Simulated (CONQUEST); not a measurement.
An input for CONQUEST 1.3 (MnO2):

The input Conquest_input:

```
IO.Title MnO2
IO.Coordinates geometry.in
IO.FractionalAtomicCoords T
IO.Iprint 2
IO.Iprint_init 1
General.NumberOfSpecies 3
General.PseudopotentialType hamann
General.DFT_D2 T
AtomMove.TypeOfRun static
AtomMove.FullStress T
Grid.GridCutoff 100
DM.SolutionMethod diagon
Diag.MPMesh T
Diag.GammaCentred T
Diag.MPMeshX 5
Diag.MPMeshY 3
Diag.MPMeshZ 3
Diag.kT 0.00183747
minE.SCTolerance 1e-6
Diag.SmearingType 1
Diag.MPOrder 2
SC.MaxIters 100
IO.AtomChargeOutput T
Spin.SpinPolarised T
Spin.FixSpin F
SC.LinearMixingFactor 0.3
SC.MaxPulay 8
%block ChemicalSpeciesLabel
1 54.940 Mn_1
2 54.940 Mn_2
3 16.000 O
%endblock
%block Mn_1
Atom.SpinNeUp 9.5000
Atom.SpinNeDn 5.5000
%endblock
%block Mn_2
Atom.SpinNeUp 5.5000
Atom.SpinNeDn 9.5000
%endblock
%block O
Atom.SpinNeUp 3.0000
Atom.SpinNeDn 3.0000
%endblock
```

Contents of coords.dat:

```
    5.3741108676     0.0000000000     0.0000000000
    0.0000000000     8.6355665094     0.0000000000
    0.0000000000     0.0000000000     9.4566997537
6
  0.0000000000   0.5000000000   0.0000000000 1 T T T
  0.5000000000   0.5000000000   0.5000000000 2 T T T
  0.0000000000   0.7062925700   0.6666666670 3 T T T
  0.5000000000   0.7062925700   0.1666666670 3 T T T
  0.0000000000   0.2937074300   0.3333333330 3 T T T
  0.5000000000   0.2937074300   0.8333333330 3 T T T
```

Potentials or basis: PseudoDojo NC PBE, DZP, grid cutoff 100 Ha.

The run is started by

```sh
$ Conquest
```

**Question.** How does this run end?

**Answer.** The run stopped without a result. It printed:

Output:

```text
________________________________________________________________________

                                    CONQUEST

                Concurrent Order N QUantum Electronic STructure
    ________________________________________________________________________

     Conquest lead developers:
      D.R.Bowler (UCL, NIMS), T.Miyazaki (NIMS), A.Nakata (NIMS),
      L. Truflandier (U. Bordeaux)
[... 34 lines left out ...]
          label = O
          z =      8.00000
          zval_int, zval =      6.00000
          mass =      16.0000000000000
          self_energy =      0.00000000000000
          lmax_basis, n_orbnl =    2   5
          lmax_projs, n_pjnl =    2   5
          XC functional code =      101

At line 429 of file io_module.f90 (unit = 12)
Fortran runtime error: Cannot open file 'geometry.in': No such file or directory

Error termination. Backtrace:
```
